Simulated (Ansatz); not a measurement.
Orbital-resolved density of states of NaH

```
CELL_PARAMETERS angstrom
0.00000 2.44000 2.44000
2.44000 0.00000 2.44000
2.44000 2.44000 0.00000
ATOMIC_POSITIONS crystal
Na 0.00000 0.00000 0.00000
H 0.50000 0.50000 0.50000
```

Atom numbers follow the list: Na1, H2.

The cell is COD entry 9008680, as deposited and not checked against the literature; nothing was relaxed.

The calculation used Ansatz 0.2.0, DFT, PBE, all-electron LAPW, scalar-relativistic.

Numerical set-up: a Γ-centred 9×9×9 k mesh, Fermi–Dirac smearing of 0.03 eV, basis error target 1 meV/atom, no spin polarisation.

States per eV for one atom of each kind, in 0.4 eV bins named by their centres, from the valence-band top, projected on a minimal set of Löwdin-orthogonalised atomic shells; orbitals are real harmonics on the Cartesian axes, equal curves share a column, and empty bins are left out, as is all above 8.3 eV, near the top of the computed bands.

Na1 3s:

```
# E all
-3.6 0.01
-3.2 0.08
-2.8 0.12
-2.4 0.14
-2.0 0.15
-1.6 0.15
-1.2 0.15
-0.8 0.12
-0.4 0.07
4.0 0.15
4.4 0.31
4.8 0.52
5.2 0.93
5.6 0.38
6.0 0.18
6.4 0.18
6.8 0.15
7.2 0.10
7.6 0.08
8.0 0.06
```

H2 1s:

```
# E all
-3.2 0.05
-2.8 0.10
-2.4 0.15
-2.0 0.23
-1.6 0.33
-1.2 0.55
-0.8 0.99
-0.4 1.28
0.0 0.22
4.0 0.01
4.4 0.02
4.8 0.05
5.2 0.12
5.6 0.11
6.0 0.08
6.4 0.08
6.8 0.08
7.2 0.06
7.6 0.06
8.0 0.05
```
